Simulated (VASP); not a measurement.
# O2H2 in VASP: further runs

Aim: see how the results for O2H2 move with the level of theory and the settings. Levels: PBE+D3(BJ), optB86b-vdW, rev-vdW-DF2. Tasks: single point.

All numbers are computed with VASP 6.6.1; they aren't measurements. Logs are shortened: lines on timing, memory, paths and dates and some standing lists are left out, and cuts for length are marked.

## (1) The structure

The cell holds a molecule in a box, 4 atoms: a = 12.922 Å, b = 13.422 Å, c = 13.922 Å, α = 90.00°, β = 90.00°, γ = 90.00°.

## (2) Single point, PBE+D3(BJ)

INCAR reads:

```
PREC = Accurate
ENCUT = 400
EDIFF = 1E-6
ISMEAR = 0
SIGMA = 0.005
LREAL = F
LASPH = T
NELM = 60
ALGO = Fast
ISIF = 2
LWAVE = F
LCHARG = F
GGA = PE
IVDW = 12
ISYM = 0
```

KPOINTS reads:

```
Automatic mesh
0
Gamma
  1 1 1
```

POSCAR reads:

```
HO
1.0
   12.9224456750      0.0000000000      0.0000000000
    0.0000000000     13.4224456750      0.0000000000
    0.0000000000      0.0000000000     13.9224456750
O H
2 2
Direct
    0.5240000000      0.5226000000      0.5505000000
    0.5242000000      0.4872000000      0.4511000000
    0.4817000000      0.4709000000      0.5804000000
    0.4826000000      0.5392000000      0.4209000000
```

Potentials or basis: VASP PAW PBE potentials, release 64 (O, H).

Started as:

```sh
> cat potpaw_PBE.64/O/POTCAR potpaw_PBE.64/H/POTCAR > POTCAR
> mpirun -np 4 vasp_gam > vasp.out
```

OUTCAR:

```text
PREC = Accurate
   ENCUT = 400
   EDIFF = 1E-6
   ISMEAR = 0
   LREAL = F
   LASPH = T
   NELM = 60
   ISIF = 2
   GGA = PE
   IVDW = 12
   ISYM = 0
 IVDW          = 12

 ion  position               nearest neighbor table
   1  0.524  0.523  0.550-   3 0.98   2 1.46
   2  0.524  0.487  0.451-   4 0.98   1 1.46
   3  0.482  0.471  0.580-   1 0.98
   4  0.483  0.539  0.421-   2 0.98

IMPORTANT INFORMATION: All symmetrisations will be switched off!
NOSYMM: (Re-)initialisation of all symmetry stuff for point group C_1.

----------------------------------------------------------------------------------------

                                     Primitive cell

  volume of cell :    2414.8597

  direct lattice vectors                    reciprocal lattice vectors
    12.922445675  0.000000000  0.000000000     0.077384732  0.000000000  0.000000000
     0.000000000 13.422445675  0.000000000     0.000000000  0.074502071  0.000000000
     0.000000000  0.000000000 13.922445675     0.000000000  0.000000000  0.071826461

  length of vectors
    12.922445675 13.422445675 13.922445675     0.077384732  0.074502071  0.071826461

  position of ions in fractional coordinates (direct lattice)
     0.524000000  0.522600000  0.550500000
     0.524200000  0.487200000  0.451100000
     0.481700000  0.470900000  0.580400000
     0.482600000  0.539200000  0.420900000

  ion indices of the primitive-cell ions
   primitive index   ion index
                 1           1
                 2           2
                 3           3
                 4           4

----------------------------------------------------------------------------------------

 KPOINTS: Automatic mesh

Automatic generation of k-mesh.
 Grid dimensions read from file:
 generate k-points for:    1    1    1

 Generating k-lattice:

  Cartesian coordinates                     Fractional coordinates (reciprocal lattice)
     0.077384732  0.000000000  0.000000000     1.000000000  0.000000000  0.000000000
     0.000000000  0.074502071  0.000000000     0.000000000  1.000000000  0.000000000
     0.000000000  0.000000000  0.071826461     0.000000000  0.000000000  1.000000000

  Length of vectors
     0.077384732  0.074502071  0.071826461

  Shift w.r.t. Gamma in fractional coordinates (k-lattice)
     0.000000000  0.000000000  0.000000000

 Subroutine IBZKPT returns following result:
 ===========================================

 Found      1 irreducible k-points:

 Following reciprocal coordinates:
            Coordinates               Weight
  0.000000  0.000000  0.000000      1.000000
   k-points           NKPTS =      1   k-points in BZ     NKDIM =      1   number of bands    NBANDS=     12
   number of dos      NEDOS =    301   number of ions     NIONS =      4
   total plane-waves  NPLWV = 725760
   dimension x,y,z NGX =    84 NGY =   90 NGZ =   96
   dimension x,y,z NGXF=   168 NGYF=  180 NGZF=  192
   ions per type =               2   2
   NGX,Y,Z   is equivalent  to a cutoff of  10.81, 11.15, 11.46 a.u.
   NGXF,Y,Z  is equivalent  to a cutoff of  21.61, 22.29, 22.93 a.u.
 SYSTEM =  unknown system
   PREC   = accura    normal or accurate (medium, high low for compatibility)
   ISTART =      0    job   : 0-new  1-cont  2-samecut
   ICHARG =      2    charge: 1-file 2-atom 10-const
   ISPIN  =      1    spin polarized calculation?
   LNONCOLLINEAR =      F non collinear calculations
   LSORBIT =      F    spin-orbit coupling
   LASPH  =      T    aspherical Exc in radial PAW
   ENCUT  =  400.0 eV  29.40 Ry    5.42 a.u.  21.07 21.89 22.70*2*pi/ulx,y,z
   NELM   =     60;   NELMIN=  2; NELMDL= -5     # of ELM steps
   EDIFF  = 0.1E-05   stopping-criterion for ELM
   LREAL  =      F    real-space projection
   EDIFFG = 0.1E-04   stopping-criterion for IOM
   NSW    =      0    number of steps for IOM
   IBRION =     -1    ionic relax: 0-MD 1-quasi-New 2-CG
   NFREE  =      0    steps in history (QN), initial steepest desc. (CG)
   ISIF   =      2    stress and relaxation
   ISYM   =      0    0-nonsym 1-usesym 2-fastsym
   POTIM  = 0.5000    time-step for ionic-motion
   TEBEG  =    0.0;   TEEND  =   0.0 temperature during run
   PSTRESS=    0.0 pullay stress
   NELECT =      14.0000    total number of electrons
   NUPDOWN=      -1.0000    fix difference up-down
   EMIN   =  10.00;   EMAX   =-10.00  energy-range for DOS
   EFERMI =   0.00;   METHOD = LEGACY
   ISMEAR =     0;   SIGMA  =   0.01  broadening in eV -4-tet -1-fermi 0-gaus
   EFERMI_NEDOS =   21; number of points for ismear=-14 and -15
   IALGO  =     68    algorithm
   IMIX   =      4    mixing-type and parameters
     AMIX     =   0.40;   BMIX     =  1.00
     AMIX_MAG =   1.60;   BMIX_MAG =  1.00
  volume/ion in A,a.u.               =     603.71      4074.07
  Fermi-wavevector in a.u.,A,eV,Ry     =   0.294094  0.555758  1.176789  0.086492
  Thomas-Fermi vector in A             =   1.156371
   LORBIT       =      0    0 simple, 1 ext, 2 COOP (PROOUT), +10 PAW based schemes
   GGA     = PE    functional components
   LHFCALC =     F    Hartree Fock is set to
   AEXX    =    0.0000 exact exchange contribution
   IVDW    =    12    specifies the selected vdW correction
   LEPSILON=     F    determine dielectric tensor
   LRPA    =     F    only Hartree local field effects (RPA)
 non-spin polarized calculation
 RMM-DIIS sequential band-by-band and
 Gauss-broadening in eV      SIGMA  =   0.01
  energy-cutoff  :      400.00
  volume of cell :     2414.86
 maximum number of plane-waves:     21919
   NGX = 43   NGY = 43   NGZ = 45

 number of electron      14.0000007 magnetization

 Free energy of the ion-electron system (eV)
  ---------------------------------------------------
  ext. energy  EPLUGINS =         0.00000000
  ---------------------------------------------------
  free energy    TOTEN  =       -18.18246901 eV

  energy without entropy =      -18.18246901  energy(sigma->0) =      -18.18246901

 E-fermi :  -6.3872     XC(G=0):  -0.3320

 val. band max:       -6.4683125374   @ k =   0.0000   0.0000   0.0000
 cond. band min:      -1.5370074281   @ k =   0.0000   0.0000   0.0000
 fundamental gap:      4.9313051093
 Fermi energy:        -6.3872146939

 k-point     1 :       0.0000    0.0000    0.0000
  band No.  band energies     occupation
      1     -28.1029      2.00000
      2     -22.5138      2.00000
      3     -13.3472      2.00000
      4     -11.9189      2.00000
      5     -10.2631      2.00000
      6      -7.4405      2.00000
      7      -6.4683      2.00000
      8      -1.5370      0.00000
      9      -0.8277      0.00000
     10       0.1949      0.00000
     11       0.2449      0.00000
     12       0.7009      0.00000

------------------------ aborting loop because EDIFF is reached ----------------------------------------

 Edisp (eV)   -0.02253

 E8    (eV) :    -0.0057

  FORCE on cell =-STRESS in cart. coord.  units (eV):
  Direction    XX          YY          ZZ          XY          YZ          ZX
  --------------------------------------------------------------------------------------
  -------------------------------------------------------------------------------------
  Total      -1.66499    -1.43099    -0.86232    -0.00688     0.05590    -0.00061
  in kB      -1.10466    -0.94941    -0.57212    -0.00457     0.03708    -0.00041
  external pressure =       -0.88 kB  Pullay stress =        0.00 kB

 VOLUME and BASIS-vectors are now :
 -----------------------------------------------------------------------------
  energy-cutoff  :      400.00
  volume of cell :     2414.86
      direct lattice vectors                 reciprocal lattice vectors
    12.922445675  0.000000000  0.000000000     0.077384732  0.000000000  0.000000000
     0.000000000 13.422445675  0.000000000     0.000000000  0.074502071  0.000000000
     0.000000000  0.000000000 13.922445675     0.000000000  0.000000000  0.071826461

 POSITION                                       TOTAL-FORCE (eV/Angst)
 -----------------------------------------------------------------------------------
      6.77136      7.01457      7.66431         0.068967      0.120440      0.088793
      6.77395      6.53942      6.28042         0.081796     -0.135465     -0.085375
      6.22474      6.32063      8.08059        -0.071205     -0.089314      0.087189
      6.23637      7.23738      5.85996        -0.079558      0.104339     -0.090606
 -----------------------------------------------------------------------------------
    total drift:                               -0.000060     -0.000475     -0.000948

  FREE ENERGIE OF THE ION-ELECTRON SYSTEM (eV)
  ---------------------------------------------------
  free  energy   TOTEN  =       -18.2049976358 eV

  energy  without entropy=      -18.2049976358  energy(sigma->0) =      -18.20499764
```

Wall time 25 s (4 MPI ranks of Intel Xeon 6975P-C (Granite Rapids), shared host); peak memory 0.47 GiB.

Results:

```yaml
Free_energy: -18.2050 eV
Largest_force: 0.180 eV/Å
Gap_between_the_frontier_levels: 4.93 eV
Dispersion_energy_per_atom: -0.006 eV
```

Forces in eV/Å, atoms in the order of the input:
```
O    0.069  0.120  0.089
O    0.082 -0.135 -0.085
H   -0.071 -0.089  0.087
H   -0.080  0.104 -0.091
```

Levels at points of the mesh, in eV from the valence-band top:
| k point | band 4 | band 5 | band 6 | band 7 | band 8 | band 9 | band 10 | band 11 |
| --- | --- | --- | --- | --- | --- | --- | --- | --- |
| (0.00, 0.00, 0.00) | -5.45 | -3.79 | -0.97 | 0.00 | 4.93 | 5.64 | 6.66 | 6.71 |

Caveat: the cutoff is under 1.25 times the usual one of these potentials, so pressure, stress and relaxed cells hold a basis-set (Pulay) error.

## (3) Single point, optB86b-vdW

INCAR: that of step 2 with these lines changed.

```diff
@@ -12,4 +12,7 @@
 LCHARG = F
-GGA = PE
-IVDW = 12
+GGA = MK
+LUSE_VDW = T
+AGGAC = 0.0
+PARAM1 = 0.1234
+PARAM2 = 1.0
 ISYM = 0
```

KPOINTS is that of step 2.

POSCAR is that of step 2.

Potentials or basis: VASP PAW PBE potentials, release 64 (O, H).

Started as:

```sh
> cat potpaw_PBE.64/O/POTCAR potpaw_PBE.64/H/POTCAR > POTCAR
> mpirun -np 4 vasp_gam > vasp.out
```

It took 6.1 min on 4 MPI ranks of Intel Xeon 6975P-C (Granite Rapids), shared host; peak memory 1.3 GiB.

It converged, with:

- Free energy: -14.4147 eV
- Largest force: 0.229 eV/Å
- Gap between the frontier levels: 4.91 eV

Forces in eV/Å, atoms in the order of the input:
```
O    0.104  0.165  0.073
O    0.116 -0.180 -0.070
H   -0.106 -0.136  0.125
H   -0.114  0.152 -0.129
```

Levels at points of the mesh, in eV from the valence-band top:
| k point | band 5 | band 6 | band 7 | band 8 | band 9 | band 10 |
| --- | --- | --- | --- | --- | --- | --- |
| (0.00, 0.00, 0.00) | -3.76 | -0.97 | 0.00 | 4.91 | 5.45 | 6.49 |

Caveat: the cutoff is under 1.25 times the usual one of these potentials, so pressure, stress and relaxed cells hold a basis-set (Pulay) error; the PAW data sets were made with another functional, which shifts forces and pressure a little.

## (4) Single point, rev-vdW-DF2

INCAR: that of step 3 with these lines changed.

```diff
@@ -16,3 +16,4 @@
 PARAM1 = 0.1234
-PARAM2 = 1.0
+PARAM2 = 0.711357
+ZAB_VDW = -1.8867
 ISYM = 0
```

KPOINTS is that of step 3.

POSCAR is that of step 3.

Potentials or basis: VASP PAW PBE potentials, release 64 (O, H).

Started as:

```sh
> cat potpaw_PBE.64/O/POTCAR potpaw_PBE.64/H/POTCAR > POTCAR
> mpirun -np 4 vasp_gam > vasp.out
```

OUTCAR:

```text
PREC = Accurate
   ENCUT = 400
   EDIFF = 1E-6
   ISMEAR = 0
   LREAL = F
   LASPH = T
   NELM = 60
   ISIF = 2
   GGA = MK
   ISYM = 0

 ion  position               nearest neighbor table
   1  0.524  0.523  0.550-   3 0.98   2 1.46
   2  0.524  0.487  0.451-   4 0.98   1 1.46
   3  0.482  0.471  0.580-   1 0.98
   4  0.483  0.539  0.421-   2 0.98

IMPORTANT INFORMATION: All symmetrisations will be switched off!
NOSYMM: (Re-)initialisation of all symmetry stuff for point group C_1.

----------------------------------------------------------------------------------------

                                     Primitive cell

  volume of cell :    2414.8597

  direct lattice vectors                    reciprocal lattice vectors
    12.922445675  0.000000000  0.000000000     0.077384732  0.000000000  0.000000000
     0.000000000 13.422445675  0.000000000     0.000000000  0.074502071  0.000000000
     0.000000000  0.000000000 13.922445675     0.000000000  0.000000000  0.071826461

  length of vectors
    12.922445675 13.422445675 13.922445675     0.077384732  0.074502071  0.071826461

  position of ions in fractional coordinates (direct lattice)
     0.524000000  0.522600000  0.550500000
     0.524200000  0.487200000  0.451100000
     0.481700000  0.470900000  0.580400000
     0.482600000  0.539200000  0.420900000

  ion indices of the primitive-cell ions
   primitive index   ion index
                 1           1
                 2           2
                 3           3
                 4           4

----------------------------------------------------------------------------------------

 KPOINTS: Automatic mesh

Automatic generation of k-mesh.
 Grid dimensions read from file:
 generate k-points for:    1    1    1

 Generating k-lattice:
[... 59 lines left out ...]
  volume/ion in A,a.u.               =     603.71      4074.07
  Fermi-wavevector in a.u.,A,eV,Ry     =   0.294094  0.555758  1.176789  0.086492
  Thomas-Fermi vector in A             =   1.156371
   LORBIT       =      0    0 simple, 1 ext, 2 COOP (PROOUT), +10 PAW based schemes
   GGA     = MK    functional components
   LHFCALC =     F    Hartree Fock is set to
   AEXX    =    0.0000 exact exchange contribution
   IVDW_NL    =     1    kernel type
   BPARAM     = 6.3000
   IVDW    =     0    specifies the selected vdW correction
   LEPSILON=     F    determine dielectric tensor
   LRPA    =     F    only Hartree local field effects (RPA)
 non-spin polarized calculation
 RMM-DIIS sequential band-by-band and
 Gauss-broadening in eV      SIGMA  =   0.01
  energy-cutoff  :      400.00
  volume of cell :     2414.86
 maximum number of plane-waves:     21919
   NGX = 43   NGY = 43   NGZ = 45

 number of electron      14.0000007 magnetization

 Free energy of the ion-electron system (eV)
  ---------------------------------------------------
  ext. energy  EPLUGINS =         0.00000000
  ---------------------------------------------------
  free energy    TOTEN  =       -14.97217771 eV

  energy without entropy =      -14.97217771  energy(sigma->0) =      -14.97217771

 E-fermi :  -6.5714     XC(G=0):  -0.5628

 val. band max:       -6.6098321842   @ k =   0.0000   0.0000   0.0000
 cond. band min:      -1.7173643581   @ k =   0.0000   0.0000   0.0000
 fundamental gap:      4.8924678260
 Fermi energy:        -6.5714032067

 k-point     1 :       0.0000    0.0000    0.0000
  band No.  band energies     occupation
      1     -28.1157      2.00000
      2     -22.5400      2.00000
      3     -13.4464      2.00000
      4     -12.0163      2.00000
      5     -10.3648      2.00000
      6      -7.5747      2.00000
      7      -6.6098      2.00000
      8      -1.7174      0.00000
      9      -1.1226      0.00000
     10      -0.0255      0.00000
     11      -0.0081      0.00000
     12       0.4261      0.00000

------------------------ aborting loop because EDIFF is reached ----------------------------------------

  FORCE on cell =-STRESS in cart. coord.  units (eV):
  Direction    XX          YY          ZZ          XY          YZ          ZX
  --------------------------------------------------------------------------------------
  -------------------------------------------------------------------------------------
  Total       -1.7232163     -1.4519289     -0.8205787     -0.0065711      0.0199493     -0.0010937
  in kB       -1.1432954     -0.9633055     -0.5444261     -0.0043597      0.0132357     -0.0007256
  external PRESSURE =      -0.8836757 kB  Pullay stress =       0.0000000 kB

 VOLUME and BASIS-vectors are now :
 -----------------------------------------------------------------------------
  energy-cutoff  :      400.00
  volume of cell :     2414.86
      direct lattice vectors                 reciprocal lattice vectors
    12.922445675  0.000000000  0.000000000     0.077384732  0.000000000  0.000000000
     0.000000000 13.422445675  0.000000000     0.000000000  0.074502071  0.000000000
     0.000000000  0.000000000 13.922445675     0.000000000  0.000000000  0.071826461

 POSITION                                       TOTAL-FORCE (eV/Angst)
 -----------------------------------------------------------------------------------
      6.77136      7.01457      7.66431         0.103426      0.167307      0.096483
      6.77395      6.53942      6.28042         0.115842     -0.182349     -0.092668
      6.22474      6.32063      8.08059        -0.105814     -0.136115      0.132701
      6.23637      7.23738      5.85996        -0.113454      0.151157     -0.136515
 -----------------------------------------------------------------------------------
    total drift:                               -0.000649      0.000014     -0.000645

  FREE ENERGIE OF THE ION-ELECTRON SYSTEM (eV)
  ---------------------------------------------------
  free  energy   TOTEN  =       -14.9721777114 eV

  energy  without entropy=      -14.9721777114  energy(sigma->0) =      -14.97217771

Total vdW correction in eV:      3.1468045
```

OSZICAR:

```text
N       E                     dE             d eps       ncg     rms          rms(c)
DAV:   1     0.172336696653E+03    0.17234E+03   -0.26551E+03    32   0.503E+02
DAV:   2     0.716305834558E+02   -0.10071E+03   -0.97575E+02    40   0.918E+01
DAV:   3    -0.745834173700E+01   -0.79089E+02   -0.78925E+02    40   0.108E+02
[... 18 lines left out ...]
RMM:  22    -0.149721703632E+02   -0.62982E-05   -0.43427E-07    27   0.506E-03    0.185E-04
RMM:  23    -0.149721731287E+02   -0.27654E-05   -0.23987E-07    27   0.363E-03    0.520E-04
RMM:  24    -0.149721753382E+02   -0.22095E-05   -0.74368E-08    25   0.239E-03    0.134E-04
RMM:  25    -0.149721770559E+02   -0.17178E-05   -0.36148E-08    25   0.194E-03    0.344E-05
RMM:  26    -0.149721777114E+02   -0.65550E-06   -0.59357E-09    22   0.132E-03
   1 F= -.14972178E+02 E0= -.14972178E+02  d E =-.625157E-28
```

It took 5.8 min on 4 MPI ranks of Intel Xeon 6975P-C (Granite Rapids), shared host; peak memory 1.3 GiB.

Results:

- Free energy: -14.9722 eV
- Largest force: 0.235 eV/Å
- Gap between the frontier levels: 4.89 eV

Forces on the atoms (eV/Å):
```
O    0.103  0.167  0.096
O    0.116 -0.182 -0.093
H   -0.106 -0.136  0.133
H   -0.113  0.151 -0.137
```

Caveat: the cutoff is under 1.25 times the usual one of these potentials, so pressure, stress and relaxed cells hold a basis-set (Pulay) error; the PAW data sets were made with another functional, which shifts forces and pressure a little.

## (5) Summary

| level | gap on the mesh (eV) | largest force (eV/Å) |
| --- | --- | --- |
| PBE+D3(BJ) | 4.93 | 0.18 |
| optB86b-vdW | 4.91 | 0.23 |
| rev-vdW-DF2 | 4.89 | 0.24 |

Alike in all rows: task single point; potentials or basis VASP PAW PBE potentials, release 64 (O, H); no spin polarisation; cell as given; k mesh 1 × 1 × 1; cutoff (eV) 400; smearing gaussian 0.005 eV.

On the cell as given the gap runs from 4.89 eV (rev-vdW-DF2) to 4.93 eV (PBE+D3(BJ)).

Caveats: the cutoff is under 1.25 times the usual one of these potentials, so pressure, stress and relaxed cells hold a basis-set (Pulay) error; the PAW data sets were made with another functional, which shifts forces and pressure a little (some runs).

Total energies depend on the potentials used, so only differences within one code and one set of settings carry meaning.
